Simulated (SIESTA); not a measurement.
**MgS under changes of volume**

One of the cells (23.195 Å³/atom); the others are scaled copies at fixed shape and fractional positions:

```
S Mg
1.0
     0.00000    2.85188    2.85188
     2.85188    0.00000    2.85188
     2.85188    2.85188    0.00000
S Mg
1 1
Cartesian
  1.4259 1.4259 1.4259
  0.0000 0.0000 0.0000
```

The cell comes from a database or a generator and needn't be the stable form of this composition.

* Program: SIESTA 5.4.2
* Functional: PBE
* Potentials or basis: PseudoDojo 0.4 standard (PBE files)
* Basis: DZP (energy shift 0.003 Ry; two zetas on semicore shells)
* Grid cutoff: 800 Ry
* Energy shift: 0.003 Ry
* k mesh: 8 × 8 × 8
* Occupations: fermi-dirac, width 0.05 eV
* Spin: no spin polarisation

```tsv
volume (Å³/atom)	energy over the lowest point (meV/atom)	pressure (GPa)	gap on the mesh (eV)
21.376	?	?	?
21.831	31.26	5.4	3.59
22.285	17.89	4.0	3.49
23.195	2.63	1.5	3.30
23.650	0.00	0.4	3.20
24.105	0.24	-0.6	3.11
```

What does the run at 21.376 Å³/atom give?

Energy over the lowest point 48.91 meV/atom; pressure 7.0 GPa; gap on the mesh 3.70 eV.

Worked out: A Birch-Murnaghan fit of order 3 (a polynomial in V^(-2/3)) to the other rows has its minimum at 23.83 Å³/atom with B0 = V·E''(V) = 51 GPa and B' = 4.7. It gives 49.11 meV/atom at 21.376 Å³/atom, against the run's 48.91, and -dE/dV = 7.1 GPa, against 7.0. A straight line through the other rows of the gap, of slope -4.85 eV per unit of ln V (its deformation potential), extrapolates to 3.69 eV, against the run's 3.70.

Energies are extrapolated to zero smearing.

Caveats: the basis of atomic orbitals isn't converged, which shifts pressures, moduli and gaps.

A mesh can miss the band edges.
